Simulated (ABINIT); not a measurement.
SnO2: equation of state with PBEsol

Crystal: SnO2.

```
Sn O
1.0
     5.17526    0.00000    0.00000
     0.00000    5.17526    0.00000
     0.00000    0.00000    5.17526
Sn O
4 8
Direct
  0.00000 0.00000 0.00000
  0.50000 0.00000 0.50000
  0.50000 0.50000 0.00000
  0.00000 0.50000 0.50000
  0.66110 0.83890 0.16110
  0.83890 0.16110 0.66110
  0.16110 0.66110 0.83890
  0.33890 0.33890 0.33890
  0.66110 0.66110 0.66110
  0.83890 0.33890 0.16110
  0.16110 0.83890 0.33890
  0.33890 0.16110 0.83890
```

Measurements of this composition are mostly on another form, of space group No. 136.

```yaml
Program: ABINIT 10.8.3 (patched build)
Task: equation of state
Functional: PBEsol
Potentials_or_basis: JTH PAW PBE v2.0
Cutoff: 626 eV
k_mesh: 5 × 5 × 5
Occupations: fermi-dirac, width 0.05 eV
Spin: no spin polarisation
Fine-grid_cutoff: 1224.51 eV
```

* Equilibrium volume: 11.10 Å³/atom
* Bulk modulus at fixed shape and positions: 215 GPa
* Pressure derivative of the bulk modulus: 5.1

Energy against volume, from the lowest point:
| volume (Å³/atom) | energy (meV/atom) |
| --- | --- |
| 10.858 | 3.79 |
| 11.089 | 0.00 |
| 11.320 | 2.69 |
| 11.551 | 11.08 |
| 11.782 | 24.56 |
| 12.013 | 42.45 |
| 12.244 | 64.23 |

Wall time 7.3 min on 4 MPI ranks on Arm Neoverse V2 (shared host), peak memory 0.8 GiB a rank.

Caveat: pressures at fixed basis lie under the slope of the energies; the cell was scaled at fixed shape and fractional positions, which overstates the stiffness of a crystal with free parameters, most of all of layers and chains; the PAW data sets were made with another functional, which shifts forces and pressure a little; the atomic spheres overlap.
